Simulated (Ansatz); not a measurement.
# Preparing InP (F-43m) as a host crystal

Aim: the runs on the perfect crystal InP (F-43m) that a defect calculation needs first.

Program: Ansatz 0.2.0. Level of theory: plane-wave PAW DFT, r2SCAN; relaxation of the host's cell and atoms; PAW set soft_1, in the first sound run; inputs show where later runs differ. Results are calculated unless marked as measured.

This is a report of a sequence of runs, with most program output left out.

In doubt: the program warns that the response may not be converged on this k-mesh (step 3), which bears on dielectric and field responses.

## Step 1: Starting point

It takes space group F-43m (No. 216, cubic). The conventional cell has a = 5.880 Å, b = 5.880 Å, c = 5.880 Å, α = 90.00°, β = 90.00°, γ = 90.00°. In has 4 P at 2.55 Å nearest. Nearest to P lie 4 In at 2.55 Å. Farther neighbours are not listed.

## Step 2: Host cell relaxation

Cell and atoms are relaxed together, until forces and stress fall under their thresholds.

Contents of cell/input.yaml:

```yaml
crystal:
  lattice:
    - [0.0, 2.94, 2.94]
    - [2.94, 0.0, 2.94]
    - [2.94, 2.94, 0.0]
  atoms:
    - { symbol: In, position: [0.0, 0.0, 0.0] }
    - { symbol: P, position: [0.25, 0.25, 0.25] }
basis:
  ecutwfc: 500
  xc_grid: 2
hamiltonian:
  xc: r2scan
  pseudopotentials: { kind: paw, azcp: { folder: soft_1 } }
kpoints:
  mp_grid: { grid: [8, 8, 8] }
scf:
  occupations: { method: fixed }
  max_iter: 100
relax:
  f_tol: 0.005
  max_steps: 60
  cell: {}
output:
  forces: true
  stress: true
checkpoint:
  write: "../cell.run"
  compress: false
  write_wavefunctions: false
  write_every: 100000
```

The run is started by

```
> ansatz run input.yaml --threads 32 --pin off --max-ram 84787MiB --backend cuda --events-out ev --progress --plain --runs-dir out --max-vram 78GiB
```

Wall time 1.7 s (1 × NVIDIA GB200 with 32 threads of Arm Neoverse V2, shared host); peak memory 1.1 GiB; 6.6 s of CPU time.

Relaxation path:

| step | energy less that of the first step (eV) | largest force component (eV/Å) | pressure (GPa) | volume (Å³) |
| --- | --- | --- | --- | --- |
| 1 | 0.0000 | 0.0000 | 0.98 | 50.82 |
| 2 | -0.0020 | 0.0000 | -0.21 | 51.70 |
| 3 | -0.0021 | 0.0000 | 0.00 | 51.54 |
| 4* | -0.0022 | 0.0000 | 0.00 | 51.54 |

Relaxation steps marked * repeat the geometry before them on a plane-wave basis chosen anew for their cell, so energy and pressure can jump there.

Forces are held to the 24 operations that the run works with; a distortion that breaks them can't arise in this run.

| conventional cell, symmetrised | before | after | change |
| --- | --- | --- | --- |
| a (Å) | 5.880 | 5.908 | +0.5 % |
| b (Å) | 5.880 | 5.908 | +0.5 % |
| c (Å) | 5.880 | 5.908 | +0.5 % |
| volume (Å³/atom) | 25.41 | 25.77 | +1.4 % |

The relaxed structure:

```xyz
2
Lattice="0.0000 2.9538 2.9538 2.9538 0.0000 2.9538 2.9538 2.9538 0.0000" Properties=species:S:1:pos:R:3 pbc="T T T"
In    0.0000    0.0000    0.0000
P     1.4769    1.4769    1.4769
```

This step gave:

```
pressure : -0.004416 GPa
```

The relaxation ends with a pressure of 0.00 GPa.

## Step 3: Dielectric tensors of the host

The response to a uniform electric field gives the electronic dielectric tensor.

This step: plane-wave PAW DFPT, PBEsol; dielectric tensors, Born charges and zone-centre modes of the host; PAW set soft_1 (Ansatz 0.2.0).

Contents of eps/input.yaml:

```yaml
crystal:
  lattice:
    - [0.0, 2.953777328, 2.953777328]
    - [2.953777328, 0.0, 2.953777328]
    - [2.953777328, 2.953777328, 0.0]
  atoms:
    - { symbol: In, position: [0.0, 0.0, 0.0] }
    - { symbol: P, position: [0.25, 0.25, 0.25] }
basis:
  ecutwfc: 420
hamiltonian:
  xc: pbesol
  pseudopotentials: { kind: paw, azcp: { folder: soft_1 }, xc_functional: pbe }
kpoints:
  mp_grid: { grid: [7, 7, 7] }
scf:
  occupations: { method: fixed }
  max_iter: 100
phonons:
  method: dfpt
  dielectric: true
  rigid_motions: translations
```

Elapsed: 5.7 s, on 1 × NVIDIA GB200 with 32 threads; peak memory 1.5 GiB; 49 s of CPU time.

Electronic dielectric tensor:

```
11.88  0.00  0.00
 0.00 11.88  0.00
 0.00  0.00 11.88
```

Static dielectric tensor:

```
14.87  0.00  0.00
 0.00 14.87  0.00
 0.00  0.00 14.87
```

The electronic dielectric tensor is isotropic, 11.88. The static dielectric tensor is isotropic, 14.87.

## Step 4: Host on a dense mesh

This step: plane-wave PAW DFT, r2SCAN; single point of the defect-free host, a test of the k-point sampling; PAW set soft_1 (Ansatz 0.2.0).

Contents of dense/input.yaml:

```yaml
crystal:
  lattice:
    - [0.0, 2.953777328, 2.953777328]
    - [2.953777328, 0.0, 2.953777328]
    - [2.953777328, 2.953777328, 0.0]
  atoms:
    - { symbol: In, position: [0.0, 0.0, 0.0] }
    - { symbol: P, position: [0.25, 0.25, 0.25] }
basis:
  ecutwfc: 500
  xc_grid: 2
hamiltonian:
  xc: r2scan
  pseudopotentials: { kind: paw, azcp: { folder: soft_1 } }
kpoints:
  mp_grid: { grid: [8, 8, 8] }
scf:
  occupations: { method: fermi_dirac, width: 0.01 }
  max_iter: 100
  lower_state_search: "off"
checkpoint:
  write: "../dense.run"
  compress: false
  write_wavefunctions: false
  write_every: 100000
```

It took 1.3 s on 1 × NVIDIA GB200 with 32 threads; peak memory 1.1 GiB.

## Step 5: Defect free supercell at the zone centre

The supercell is run at the zone centre, to see how far that sampling misses the dense mesh.

System of this step: InP (F-43m). The cell holds 54 atoms: 27 In and 27 P. Cell: a = 12.532 Å, b = 12.532 Å, c = 12.532 Å, α = 60.0°, β = 60.0°, γ = 60.0°.

Contents of pristine.sampling_gamma/input.yaml:

```yaml
crystal:
  lattice:
    - [0.0, 8.8613319841, 8.8613319841]
    - [8.8613319841, 0.0, 8.8613319841]
    - [8.8613319841, 8.8613319841, 0.0]
  atoms:
    - { symbol: In, position: [0.0, 0.0, 0.0] }
    - { symbol: P, position: [0.0833333333, 0.0833333333, 0.0833333333] }
    - { symbol: In, position: [0.0, 0.0, 0.3333333333] }
    - { symbol: P, position: [0.0833333333, 0.0833333333, 0.4166666667] }
    - { symbol: In, position: [0.0, 0.0, 0.6666666667] }
    - { symbol: P, position: [0.0833333333, 0.0833333333, 0.75] }
    - { symbol: In, position: [0.0, 0.3333333333, 0.0] }
    - { symbol: P, position: [0.0833333333, 0.4166666667, 0.0833333333] }
[... 42 atom lines left out ...]
    - { symbol: In, position: [0.6666666667, 0.6666666667, 0.3333333333] }
    - { symbol: P, position: [0.75, 0.75, 0.4166666667] }
    - { symbol: In, position: [0.6666666667, 0.6666666667, 0.6666666667] }
    - { symbol: P, position: [0.75, 0.75, 0.75] }
basis:
  ecutwfc: 500
  xc_grid: 2
hamiltonian:
  xc: r2scan
  pseudopotentials: { kind: paw, azcp: { folder: soft_1 } }
kpoints:
  mp_grid: { grid: [1, 1, 1] }
scf:
  occupations: { method: fermi_dirac, width: 0.01 }
  max_iter: 100
  lower_state_search: "off"
checkpoint:
  write: "../pristine.sampling_gamma.run"
  compress: false
  write_wavefunctions: false
  write_every: 100000
```

The job ended after 1.7 s (1 × NVIDIA GB200 with 32 threads; peak memory 1.3 GiB; 3.6 s of CPU time).

## Step 6: Defect free supercell at the quarter point

The supercell is run at one point off the zone centre, to see how far that sampling misses the dense mesh.

pristine.sampling_quarter/input.yaml, as its differences from pristine.sampling_gamma/input.yaml of step 5:

```diff
@@ -67,3 +67,3 @@
 kpoints:
-  mp_grid: { grid: [1, 1, 1] }
+  mp_grid: { grid: [1, 1, 1], shift: [0.25, 0.25, 0.25] }
 scf:
@@ -73,3 +73,3 @@
 checkpoint:
-  write: "../pristine.sampling_gamma.run"
+  write: "../pristine.sampling_quarter.run"
   compress: false
```

Run time: 1.6 s. Hardware: 1 × NVIDIA GB200 with 32 threads; peak memory 1.4 GiB.

## Step 7: Results

* primitive cell vectors, lengths: 4.177, 4.177, 4.177 Å
* electronic dielectric constant: 11.88
* static dielectric constant: 14.87
* gap on the k-mesh of the response run (PBEsol): 0.49 eV
* energy an atom at the zone centre alone less that on the dense mesh: 0.186 eV
* energy an atom at one point at (¼, ¼, ¼) less that on the dense mesh: 0.084 eV

Step 2: The cell grew by 1.4 % in volume. The k-mesh can miss the band edges, so this gap is an upper bound at this level. All at zero temperature.

[Logs are printed without paths, hosts, clocks, repeated set-up lines and the standing remarks that a program may print on its own settings, such as how far it seeks lower states.]

[Hosts, paths, dates, database ids (printed as entryN), source tags and the programs' standing remarks are cut or masked in the printed files.]

[Runs of the host that timed out are not shown.]

[For some hosts the program warned that the k-mesh of the response run may be too coarse for force constants and the static dielectric constant; such warnings are not always shown.]
